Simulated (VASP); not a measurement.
# CdIn2O4 (Fd-3m) in VASP: settings compared

The runs below take CdIn2O4 through band structure, with r2SCAN, PBE.

Everything below comes from runs of VASP 6.6.1. Logs are shortened: lines on timing, memory, paths and dates and some standing lists are left out, and cuts for length are marked.

## Step 1: The crystal as given

It takes space group Fd-3m (No. 227, cubic). Conventional cell: a = 9.206 Å, b = 9.206 Å, c = 9.206 Å, α = 90.00°, β = 90.00°, γ = 90.00°. Cd (site symmetry -43m) has 4 O at 2.20 Å as nearest neighbours. Around In (site symmetry -3m) lie 6 O at 2.19 Å. O (site symmetry 3m) has 3 In at 2.19 Å and 1 Cd at 2.20 Å as nearest neighbours.

## Step 2: Band structure, r2SCAN

File INCAR:

```
SYSTEM = CdIn2O4
PREC     = Accurate       ! precision mode
ENCUT    = 520            ! plane-wave cutoff, eV
EDIFF    = 1E-6           ! SCF threshold, eV
ISMEAR   = 0              ! smearing method
SIGMA    = 0.03           ! smearing width, eV
LREAL    = .FALSE.        ! projectors in reciprocal space
LASPH    = .TRUE.         ! aspherical terms in the spheres
NELM     = 80             ! most SCF steps
ALGO     = Normal         ! electronic algorithm
ISIF     = 2              ! what is computed and relaxed
LWAVE    = .FALSE.        ! write WAVECAR
LCHARG   = .FALSE.        ! write CHGCAR
METAGGA  = R2SCAN         ! meta-GGA
LMIXTAU  = .TRUE.       
KPAR     = 4
```

File KPOINTS:

```
regular mesh
0
G
  6 6 6
  0 0 0
```

File POSCAR:

```
CdIn2O4                                 
1.0
    0.0000000000      4.6029269421      4.6029269421
    4.6029269421      0.0000000000      4.6029269421
    4.6029269421      4.6029269421      0.0000000000
  Cd              In              O             
     2     4     8
Direct
     0.0000000000000000    0.0000000000000000    0.0000000000000000
     0.2500000000000000    0.2500000000000000    0.2500000000000000
     0.6250000000000000    0.6250000000000000    0.6250000000000000
     0.1250000000000000    0.6250000000000000    0.6250000000000000
     0.6250000000000000    0.6250000000000000    0.1250000000000000
     0.6250000000000000    0.1250000000000000    0.6250000000000000
     0.8620871070017699    0.8620871070017699    0.8620871070017699
     0.8362613210053027    0.3879128929982301    0.3879128929982301
     0.8620871070017699    0.8620871070017699    0.4137386789946973
     0.3879128929982301    0.8362613210053027    0.3879128929982301
     0.4137386789946973    0.8620871070017699    0.8620871070017699
     0.3879128929982301    0.3879128929982301    0.3879128929982301
     0.8620871070017699    0.4137386789946973    0.8620871070017699
     0.3879128929982301    0.3879128929982301    0.8362613210053027
```

File KPOINTS_OPT:

```
explicit points
202
Reciprocal
 0.0000000000  0.0000000000  0.0000000000 1
 0.0555555556  0.0000000000  0.0555555556 1
 0.1111111111  0.0000000000  0.1111111111 1
 0.1666666667  0.0000000000  0.1666666667 1
 0.2222222222  0.0000000000  0.2222222222 1
 0.2777777778  0.0000000000  0.2777777778 1
[... 194 lines left out ...]
 0.4819481000  0.0180519000  0.5000000000 1
 0.5180519000 -0.0180519000  0.5000000000 1
```

Potentials or basis: VASP PAW PBE potentials, release 64 (Cd, In_d, O).

The run is started by

```sh
$ cat potpaw_PBE.64/Cd/POTCAR potpaw_PBE.64/In_d/POTCAR potpaw_PBE.64/O/POTCAR > POTCAR
$ mpirun -np 4 vasp_std > vasp.out
```

OUTCAR:

```text
SYSTEM = CdIn2O4
   PREC = Accurate
   ENCUT = 520
   EDIFF = 1E-6
   ISMEAR = 0
   LREAL = .FALSE.
   LASPH = .TRUE.
   NELM = 80
   ISIF = 2
   METAGGA = R2SCAN

 ion  position               nearest neighbor table
   1  0.000  0.000  0.000-   7 2.20   9 2.20  11 2.20  13 2.20   4 3.82   5 3.82   3 3.82   4 3.82
                             6 3.82   4 3.82   5 3.82   6 3.82   3 3.82   5 3.82   6 3.82   3 3.82
   2  0.250  0.250  0.250-  12 2.20  10 2.20   8 2.20  14 2.20   5 3.82   6 3.82   4 3.82   3 3.82
                             4 3.82   6 3.82   3 3.82   4 3.82   5 3.82   3 3.82   5 3.82   6 3.82
   3  0.625  0.625  0.625-   8 2.19   9 2.19  10 2.19  11 2.19  13 2.19  14 2.19   4 3.25   5 3.25
                             6 3.25   5 3.25   6 3.25   4 3.25   1 3.82   2 3.82   1 3.82   2 3.82
   4  0.125  0.625  0.625-   9 2.19  10 2.19  13 2.19  14 2.19   7 2.19  12 2.19   3 3.25   5 3.25
                             6 3.25   3 3.25   5 3.25   6 3.25   2 3.82   1 3.82   2 3.82   2 3.82
   5  0.625  0.625  0.125-   8 2.19  10 2.19  11 2.19  13 2.19  12 2.19   7 2.19   3 3.25   3 3.25
                             4 3.25   6 3.25   6 3.25   4 3.25   2 3.82   2 3.82   1 3.82   1 3.82
   6  0.625  0.125  0.625-   8 2.19   9 2.19  11 2.19  14 2.19  12 2.19   7 2.19   3 3.25   5 3.25
                             3 3.25   4 3.25   5 3.25   4 3.25   2 3.82   2 3.82   2 3.82   1 3.82
   7  0.862  0.862  0.862-   4 2.19   6 2.19   5 2.19   1 2.20
   8  0.836  0.388  0.388-   5 2.19   6 2.19   3 2.19   2 2.20
   9  0.862  0.862  0.414-   4 2.19   6 2.19   3 2.19   1 2.20
  10  0.388  0.836  0.388-   4 2.19   5 2.19   3 2.19   2 2.20
  11  0.414  0.862  0.862-   5 2.19   6 2.19   3 2.19   1 2.20
  12  0.388  0.388  0.388-   4 2.19   6 2.19   5 2.19   2 2.20
  13  0.862  0.414  0.862-   4 2.19   5 2.19   3 2.19   1 2.20
  14  0.388  0.388  0.836-   4 2.19   6 2.19   3 2.19   2 2.20

  LATTYP: Found a face centered cubic cell.
 ALAT       =     9.2058538842

  Lattice vectors:

 A1 = (   0.0000000000,   4.6029269421,   4.6029269421)
 A2 = (   4.6029269421,   0.0000000000,   4.6029269421)
 A3 = (   4.6029269421,   4.6029269421,   0.0000000000)

Analysis of symmetry for initial positions (statically):
=====================================================================
 Subroutine PRICEL returns:
 Original cell was already a primitive cell.

 Routine SETGRP: Setting up the symmetry group for a
 face centered cubic supercell.

 Subroutine GETGRP returns: Found 48 space group operations
 (whereof 24 operations were pure point group operations)
 out of a pool of 48 trial point group operations.

The static configuration has the point symmetry T_d .
 The point group associated with its full space group is O_h .

Analysis of symmetry for dynamics (positions and initial velocities):
=====================================================================
 Subroutine PRICEL returns:
 Original cell was already a primitive cell.
[... 148 lines left out ...]
   LORBIT       =      0    0 simple, 1 ext, 2 COOP (PROOUT), +10 PAW based schemes
   METAGGA = R2SCAN    functional components
   LHFCALC =     F    Hartree Fock is set to
   AEXX    =    0.0000 exact exchange contribution
   IVDW    =     0    specifies the selected vdW correction
   LEPSILON=     F    determine dielectric tensor
   LRPA    =     F    only Hartree local field effects (RPA)
 non-spin polarized calculation
 Gauss-broadening in eV      SIGMA  =   0.03
  energy-cutoff  :      520.00
  volume of cell :      195.04
 maximum number of plane-waves:      5266
   NGX = 25   NGY = 25   NGZ = 25

 number of electron     124.0000030 magnetization

 Free energy of the ion-electron system (eV)
  ---------------------------------------------------
  ext. energy  EPLUGINS =         0.00000000
  ---------------------------------------------------
  free energy    TOTEN  =      -202.01996395 eV

  energy without entropy =     -202.01996395  energy(sigma->0) =     -202.01996395

 E-fermi :   3.2995     XC(G=0): -11.4116

 val. band max:        3.1288575020   @ k =   0.5000   0.0000   0.0000
 cond. band min:       4.6872783073   @ k =   0.0000   0.0000   0.0000
 fundamental gap:      1.5584208053
 Fermi energy:         3.2995376893

 k-point     1 :       0.0000    0.0000    0.0000
  band No.  band energies     occupation
      1     -15.1717      2.00000
      2     -14.5887      2.00000
      3     -14.5887      2.00000
      4     -14.5887      2.00000
      5     -14.3353      2.00000
      6     -14.1082      2.00000
[... 1221 lines left out ...]
     73      13.4076      0.00000
     74      13.4076      0.00000

------------------------ aborting loop because EDIFF is reached ----------------------------------------

  FORCE on cell =-STRESS in cart. coord.  units (eV):
  Direction    XX          YY          ZZ          XY          YZ          ZX
  --------------------------------------------------------------------------------------
  -------------------------------------------------------------------------------------
  Total        0.9546829      0.9546829      0.9546829      0.0000000      0.0000000      0.0000000
  in kB        7.8421922      7.8421922      7.8421922      0.0000000      0.0000000      0.0000000
  external PRESSURE =       7.8421922 kB  Pullay stress =       0.0000000 kB

 VOLUME and BASIS-vectors are now :
 -----------------------------------------------------------------------------
  energy-cutoff  :      520.00
  volume of cell :      195.04
      direct lattice vectors                 reciprocal lattice vectors
     0.000000000  4.602926942  4.602926942    -0.108626534  0.108626534  0.108626534
     4.602926942  0.000000000  4.602926942     0.108626534 -0.108626534  0.108626534
     4.602926942  4.602926942  0.000000000     0.108626534  0.108626534 -0.108626534

 POSITION                                       TOTAL-FORCE (eV/Angst)
 -----------------------------------------------------------------------------------
      0.00000      0.00000      0.00000         0.000000      0.000000     -0.000000
      2.30146      2.30146      2.30146         0.000000      0.000000     -0.000000
      5.75366      5.75366      5.75366         0.000000      0.000000     -0.000000
      5.75366      3.45220      3.45220         0.000000      0.000000     -0.000000
      3.45220      3.45220      5.75366         0.000000      0.000000     -0.000000
      3.45220      5.75366      3.45220         0.000000      0.000000     -0.000000
      7.93625      7.93625      7.93625        -0.050726     -0.050726     -0.050726
      3.57107      5.63478      5.63478         0.050726     -0.050726     -0.050726
      5.87253      5.87253      7.93625         0.050726      0.050726     -0.050726
      5.63478      3.57107      5.63478        -0.050726      0.050726     -0.050726
      7.93625      5.87253      5.87253        -0.050726      0.050726      0.050726
      3.57107      3.57107      3.57107         0.050726      0.050726      0.050726
      5.87253      7.93625      5.87253         0.050726     -0.050726      0.050726
      5.63478      5.63478      3.57107        -0.050726     -0.050726      0.050726
 -----------------------------------------------------------------------------------
    total drift:                                0.000000      0.000000      0.000000

  FREE ENERGIE OF THE ION-ELECTRON SYSTEM (eV)
  ---------------------------------------------------
  free  energy   TOTEN  =      -202.0199639507 eV

  energy  without entropy=     -202.0199639507  energy(sigma->0) =     -202.01996395
```

OSZICAR:

```text
N       E                     dE             d eps       ncg     rms          rms(c)
DAV:   1     0.174274725334E+04    0.17427E+04   -0.59418E+04  2426   0.227E+03
DAV:   2     0.152942702137E+03   -0.15898E+04   -0.15261E+04  2472   0.670E+02
DAV:   3    -0.213097670072E+03   -0.36604E+03   -0.35226E+03  2564   0.285E+02
DAV:   4    -0.247806832818E+03   -0.34709E+02   -0.34323E+02  3200   0.940E+01
DAV:   5    -0.248602312453E+03   -0.79548E+00   -0.79241E+00  3024   0.156E+01    0.293E+01
DAV:   6    -0.209530438886E+03    0.39072E+02   -0.45259E+01  3960   0.783E+01    0.228E+01
DAV:   7    -0.199499496514E+03    0.10031E+02   -0.96387E+00  2596   0.161E+01    0.796E+00
DAV:   8    -0.204210494750E+03   -0.47110E+01   -0.30199E+00  2868   0.109E+01    0.580E+00
DAV:   9    -0.201295799867E+03    0.29147E+01   -0.14771E+00  2556   0.716E+00    0.159E+00
DAV:  10    -0.201880797825E+03   -0.58500E+00   -0.42378E-01  2568   0.365E+00    0.688E-01
[... 131 further cycles ...]
DAV:   1     0.301844516905E+05   -0.13895E+05     1536
DAV:   2     0.147361148190E+05   -0.15448E+05     1528
DAV:   3     0.112643574019E+05   -0.34718E+04     1592
DAV:   4     0.109589391296E+05   -0.30542E+03     1920
DAV:   5     0.109504886527E+05   -0.84505E+01     1784
DAV:   6     0.109499872524E+05   -0.50140E+00     2304
DAV:   7     0.109499763854E+05   -0.10867E-01     2176
DAV:   8     0.109499760224E+05   -0.36302E-03     2336
DAV:   9     0.109499760136E+05   -0.87408E-05     1768
DAV:  10     0.109499760133E+05   -0.34629E-06     1112
```

stdout:

```text
POSCAR found type information on POSCAR CdInO
 POSCAR found :  3 types and      14 ions
 scaLAPACK will be used
 -----------------------------------------------------------------------------
|                                                                             |
|                                                                             |
|     You enforced a specific xc type in the INCAR file but a different       |
|     I HOPE YOU KNOW WHAT YOU ARE DOING!                                     |
|                                                                             |
 -----------------------------------------------------------------------------

 LDA part: xc-table for (None), standard interpolation
 POSCAR, INCAR and KPOINTS ok, starting setup
 FFT: planning ... GRIDC
 FFT: planning ... GRID_SOFT
 FFT: planning ... GRID
 WAVECAR not read
 entering main loop
 Start KPOINTS_OPT (optional k-point list driver)
k-point batch [1-16\202]
k-point batch [17-32\202]
k-point batch [33-48\202]
k-point batch [49-64\202]
k-point batch [65-80\202]
k-point batch [81-96\202]
k-point batch [97-112\202]
k-point batch [113-128\202]
k-point batch [129-144\202]
k-point batch [145-160\202]
k-point batch [161-176\202]
k-point batch [177-192\202]
k-point batch [193-202\202]
```

Wall time 16 min (4 MPI ranks of Intel Xeon 6975P-C (Granite Rapids), shared host); peak memory 0.58 GiB.

What came out:

```
Free energy             : -202.0200 eV
Pressure                : 0.8 GPa
Largest force           : 0.088 eV/Å
Band gap on the k mesh  : 1.56 eV, indirect (least direct gap 1.63 eV)
Band gap along the path : 1.56 eV, indirect (least direct gap 1.63 eV)
```

Forces on the atoms (eV/Å):
```
Cd   0.000  0.000  0.000
Cd   0.000  0.000  0.000
In   0.000  0.000  0.000
In   0.000  0.000  0.000
In   0.000  0.000  0.000
In   0.000  0.000  0.000
O   -0.051 -0.051 -0.051
O    0.051 -0.051 -0.051
O    0.051  0.051 -0.051
O   -0.051  0.051 -0.051
O   -0.051  0.051  0.051
O    0.051  0.051  0.051
O    0.051 -0.051  0.051
O   -0.051 -0.051  0.051
```

Levels at the corners of the path, in eV from the valence-band top:
| point | band 59 | band 60 | band 61 | band 62 | band 63 | band 64 | band 65 | band 66 |
| --- | --- | --- | --- | --- | --- | --- | --- | --- |
| Γ | -0.11 | -0.11 | -0.07 | -0.07 | 1.56 | 5.78 | 6.34 | 6.34 |
| X | -0.19 | -0.19 | -0.09 | -0.09 | 5.07 | 5.07 | 6.67 | 6.67 |
| X | -0.19 | -0.19 | -0.09 | -0.09 | 5.07 | 5.07 | 6.67 | 6.67 |
| W | -0.54 | -0.54 | -0.13 | -0.13 | 5.47 | 5.47 | 5.72 | 5.72 |
| W | -0.54 | -0.54 | -0.13 | -0.13 | 5.47 | 5.47 | 5.72 | 5.72 |
| K | -0.48 | -0.36 | -0.21 | -0.01 | 5.27 | 5.29 | 5.43 | 6.74 |
| K | -0.48 | -0.36 | -0.21 | -0.01 | 5.27 | 5.29 | 5.43 | 6.74 |
| Γ | -0.11 | -0.11 | -0.07 | -0.07 | 1.56 | 5.78 | 6.34 | 6.34 |
| Γ | -0.11 | -0.11 | -0.07 | -0.07 | 1.56 | 5.78 | 6.34 | 6.34 |
| L | -0.29 | -0.29 | 0.00 | 0.00 | 4.28 | 4.43 | 6.59 | 7.29 |
| L | -0.29 | -0.29 | 0.00 | 0.00 | 4.28 | 4.43 | 6.59 | 7.29 |
| U | -0.48 | -0.36 | -0.21 | -0.01 | 5.27 | 5.29 | 5.43 | 6.74 |
| U | -0.48 | -0.36 | -0.21 | -0.01 | 5.27 | 5.29 | 5.43 | 6.74 |
| W | -0.54 | -0.54 | -0.13 | -0.13 | 5.47 | 5.47 | 5.72 | 5.72 |
| W | -0.54 | -0.54 | -0.13 | -0.13 | 5.47 | 5.47 | 5.72 | 5.72 |
| L | -0.29 | -0.29 | 0.00 | 0.00 | 4.28 | 4.43 | 6.59 | 7.29 |
| L | -0.29 | -0.29 | 0.00 | 0.00 | 4.28 | 4.43 | 6.59 | 7.29 |
| K | -0.48 | -0.36 | -0.21 | -0.01 | 5.27 | 5.29 | 5.43 | 6.74 |
| U | -0.48 | -0.36 | -0.21 | -0.01 | 5.27 | 5.29 | 5.43 | 6.74 |
| X | -0.19 | -0.19 | -0.09 | -0.09 | 5.07 | 5.07 | 6.67 | 6.67 |

Caveat: the PAW data sets were made with another functional, which shifts forces and pressure a little; spin-orbit coupling is left out, which moves the levels of the heavy elements. r2SCAN opens gaps a little over a GGA but as a rule still falls short of measured ones.

## Step 3: Band structure, PBE, spin-orbit coupling, no magnetisation

INCAR, as its differences from that of step 2:

```diff
@@ -13,4 +13,7 @@
 LCHARG   = .FALSE.        ! write CHGCAR
-METAGGA  = R2SCAN         ! meta-GGA
-LMIXTAU  = .TRUE.       
+MAGMOM   = 0 0 0 0 0 0 0 0 0 0 0 0 0 0 0 0 0 0 0 0 0 0 0 0 0 0 0 0 0 0 0 0 0 0 0 0 0 0 0 0 0 0 ! initial moments
+LORBIT   = 11             ! projections on sites
+LSORBIT  = .TRUE.         ! spin-orbit coupling
+GGA_COMPAT= .FALSE.      
+GGA      = PE             ! functional
 KPAR     = 4
```

File KPOINTS:

```
regular mesh
0
G
  4 4 4
  0 0 0
```

POSCAR is that of step 2.

KPOINTS_OPT is that of step 2.

Potentials or basis: VASP PAW PBE potentials, release 64 (Cd, In_d, O).

The run is started by

```sh
$ cat potpaw_PBE.64/Cd/POTCAR potpaw_PBE.64/In_d/POTCAR potpaw_PBE.64/O/POTCAR > POTCAR
$ mpirun -np 4 vasp_ncl > vasp.out
```

Run time: 34 min. Hardware: 4 MPI ranks of Intel Xeon 6975P-C (Granite Rapids), shared host; peak memory 1.2 GiB.

The run converged. Its results:

| Item | Value |
| --- | --- |
| Free energy | -71.7132 eV |
| Pressure | 5.7 GPa |
| Largest force | 0.081 eV/Å |
| Valence electrons inside the program's atomic spheres | Cd 10.26; In 11.38; O 4.99 |

Forces on the atoms (eV/Å):
```
Cd   0.000  0.000  0.000
Cd   0.000  0.000  0.000
In   0.000  0.000  0.000
In   0.000  0.000  0.000
In   0.000  0.000  0.000
In   0.000  0.000  0.000
O    0.047  0.047  0.047
O   -0.047  0.047  0.047
O   -0.047 -0.047  0.047
O    0.047 -0.047  0.047
O    0.047 -0.047 -0.047
O   -0.047 -0.047 -0.047
O   -0.047  0.047 -0.047
O    0.047  0.047 -0.047
```
